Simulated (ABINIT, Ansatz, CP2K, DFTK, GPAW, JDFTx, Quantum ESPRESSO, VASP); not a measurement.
## HfB2: programs and potentials compared

```
Hf B
1.0
     3.14000    0.00000    0.00000
    -1.57000    2.71932    0.00000
     0.00000    0.00000    3.48000
Hf B
1 2
Direct
  0.00000 0.00000 0.00000
  0.66667 0.33333 0.50000
  0.33333 0.66667 0.50000
```

Alike in all runs: task single point; functional PBE; k mesh 10 × 10 × 8; occupations fermi-dirac, width 0.05 eV; no spin polarisation; no spin-orbit coupling. Pressure is positive in compression and, in plane waves, holds the error of the finite cutoff, which Ansatz's Pulay term estimates and takes out.

```json
{"program and potentials": "VASP, PBE PAW files B, Hf_pv, 520 eV", "plane-wave cutoff (eV)": "520", "notes": "5.33 valence electrons an atom on average", "pressure (GPa)": "1.01"}
{"program and potentials": "DFTK, PseudoDojo SR PBE 0.4.1 standard (PBE)", "plane-wave cutoff (eV)": "1034", "notes": "6 valence electrons an atom on average", "pressure (GPa)": "1.70"}
{"program and potentials": "Ansatz, all-electron LAPW, scalar-relativistic", "plane-wave cutoff (eV)": "-", "notes": "-", "pressure (GPa)": "1.47"}
{"program and potentials": "ABINIT, JTH PAW PBE v2.0", "plane-wave cutoff (eV)": "517", "notes": "6 valence electrons an atom on average", "pressure (GPa)": "1.22"}
{"program and potentials": "JDFTx, PseudoDojo-SR-PBE-0.5-standard", "plane-wave cutoff (eV)": "1034", "notes": "6 valence electrons an atom on average", "pressure (GPa)": "1.70"}
{"program and potentials": "Quantum ESPRESSO, SSSP 1.3 efficiency PBE", "plane-wave cutoff (eV)": "816", "notes": "6 valence electrons an atom on average", "pressure (GPa)": "1.67"}
{"program and potentials": "GPAW, GPAW PAW data sets (gpaw-data 1.2.1)", "plane-wave cutoff (eV)": "800", "notes": "6 valence electrons an atom on average", "pressure (GPa)": "2.12"}
{"program and potentials": "Ansatz, Ansatz PAW (earlier soft set)", "plane-wave cutoff (eV)": "420", "notes": "10.67 valence electrons an atom on average; Pulay term of +0.14 GPa included", "pressure (GPa)": "1.38"}
{"program and potentials": "CP2K, POTENTIAL_UZH Hf GTH-PBE-q12, B GTH-PBE-q3; TZVP-MOLOPT-PBE-GTH basis", "plane-wave cutoff (eV)": "-", "notes": "atomic basis; 6 valence electrons an atom on average", "pressure (GPa)": "-0.23"}
```

The pressure spans -0.23 (CP2K, POTENTIAL_UZH Hf GTH-PBE-q12, B GTH-PBE-q3; TZVP-MOLOPT-PBE-GTH basis) to 2.12 GPa (GPAW, GPAW PAW data sets (gpaw-data 1.2.1)), with all-electron results at 1.47. Rows in atomic bases carry the error of their basis and grid, which can be large.

The functional is the same throughout but for its coding, so the spread measures potentials, basis and numerics; runs on potential files found faulty are left out.
